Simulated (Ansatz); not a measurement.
## A series in volume scale on PbS

Results calculated with Ansatz 0.2.0, not measured. Periodic Kohn-Sham DFT of a crystal at fixed atoms, scaled to volume_scale times the given cell; pressure positive in compression, energy less spherical unpolarised free atoms, largest_vzz the field gradient of largest size among the nuclei.

The cell before it is scaled or strained (space group Fm-3m, No. 225):
```
cell vectors (Å)
   0.0000     2.9650     2.9650
   2.9650     0.0000     2.9650
   2.9650     2.9650     0.0000
atoms (fractions of the cell vectors)
Pb  0.00000  0.00000  0.00000
S   0.50000  0.50000  0.50000
```

Settings of every row: method all-electron PAW; functional PBE; relativity scalar; k mesh 8x8x8; filling fermi-dirac; smearing width 0.01 eV; nucleus gaussian.

Atom start moment: 0 on all atoms.

Limits: no spin-orbit coupling on heavy atoms; small gap, it may come from the mesh.

```
row  volume scale  V (Å³/atom)  pressure (GPa)
  1          0.94       24.502            6.68
  2          0.96       25.023           5.062
  3          0.98       25.545               ?
  4          0.99       25.805           2.927
  5          1.01       26.327           1.676
  6          1.02       26.587           1.097
  7          1.04       27.109           0.025
  8          1.06        27.63          -0.942
```

Question: what pressure should row 3 give?

Worked fit of pressure. Take u = (V_r/V)^(2/3) − 1 with V_r = 26.327 Å³ an atom, which is twice the finite (Eulerian) strain; such expansions in the strain, on which the Birch-Murnaghan equation of state is built, carry the rest volume and the bulk modulus. The shown rows have u = 0.04906, 0.03445, 0.01344, 0, -0.00653, -0.01932, -0.03169. Least squares give pressure = 1.675 + 89.926 × u + 237.43 × u² + 183.1 × u³ GPa; a parabola predicts inner rows, each left out in turn, worse (root mean square 0.0034 against 0.00095 GPa). The rows lie off it by 0.000, 0.000, 0.000, 0.001, -0.001, 0.000, 0.000. The pressure vanishes at u = -0.0196, or V = 27.12 Å³ an atom, and there the bulk modulus at fixed shape and fractions is B = −V dP/dV = (2/3)(1 + u) dP/du = 52.8 GPa. The withheld row has u = 0.02031, so the fit gives 1.675 + 89.926 × (0.02031) + 237.43 × (0.02031)² + 183.1 × (0.02031)³ = 3.601 GPa.

The calculation gave 3.602 GPa. The fit lies 0.001 GPa (0.013 % of the column's range) below it, one unit of the last digit.
